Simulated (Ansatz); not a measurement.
# Se (Selenium): properties at the relaxed cell

An exercise on one series of results from a longer session: the logs are not shown, and one member is left open.

Computed with Ansatz 0.2.0 (DFT PBE, scalar-relativistic, plane waves, PAW, unless a step's input says otherwise).

### The starting structure

Symmetry: Pm-3m, No. 221, cubic system. The conventional cell has a = 2.830 Å, b = 2.830 Å, c = 2.830 Å, α = 90.00°, β = 90.00°, γ = 90.00°. Se (site symmetry m-3m) is surrounded by 6 Se at 2.83 Å.

Structure file:

```
CELL_PARAMETERS angstrom
2.00248 1.15613 1.63084
-2.00248 1.15613 1.63084
0.00000 -2.31226 1.63084
ATOMIC_POSITIONS crystal
Se 0.00000 0.00000 0.00000
```

This cell was relaxed beforehand with the same method: volume 22.65 Å³/atom, gap on the mesh none (metal).

Set-up of the first run:

input.yaml reads:

```yaml
crystal:
  lattice:
    - [1.9822512881, 1.1444533148, 1.6143662329]
    - [-1.9822512881, 1.1444533148, 1.6143662329]
    - [0.0, -2.2889066296, 1.6143662329]
  atoms:
    - { symbol: Se, position: [0.0, 0.0, 0.0] }
basis:
  ecutwfc: 420
kpoints:
  mp_grid: { grid: [15, 15, 15] }
hamiltonian:
  xc: pbe
scf:
  occupations: { method: gaussian, width: 0.1 }
output:
  forces: true
  stress: true
  eigenvalues: true
relax:
  adjacent_minimum: "off"
  f_tol: 0.01
  max_steps: 30
  cell: { stress_tol: 0.1, fix: [volume] }
```

Launch:

```sh
$ ansatz run input.yaml --threads 1 --pin off --max-ram 2560MiB --backend cpu --events-out ev --progress --plain --runs-dir out
```

Among the steps run: Volume × 0.97; The cell scaled to 1.03 of its volume; Point at V/V0 = 0.94; Volume × 1.06; Volume × 0.91; Volume × 1.10; The cell scaled to 0.88 of its volume.

One of the session's tables, all rows but one given; the rest of the session is left out.

It belongs to the step «Fit of the equation of state». 

```
volume (Å³/atom)  energy above the lowest point (meV/atom)  pressure (GPa)
          19.935                                      90.7           12.00
          20.615                                      48.0            8.22
          21.294                                      20.1            5.01
          21.974                                       4.7            2.29
          22.654                                       0.0           -0.01
          23.333                                         ?               ?
          24.013                                      16.1           -3.60
          24.919                                      41.8           -5.40
```

Q: Estimate the row for volume (Å³/atom) = 23.333 from the others.

Worked estimate for «energy above the lowest point (meV/atom)». A straight line through the neighbours (22.654, 0.0) and (24.013, 16.1) gives 0.0 + (16.1 − 0.0) × (23.333 − 22.654) / (24.013 − 22.654) = 8.0; a parabola fitted to 4 rows on both sides gives 4.4.

As computed: energy above the lowest point (meV/atom): 4.3; pressure (GPa): -1.95. In «energy above the lowest point (meV/atom)» the line misses by +3.7 and the parabola by +0.1.

Limits of these values: The final runs have no spin polarisation, so no magnetic state was tried and one may lie lower.
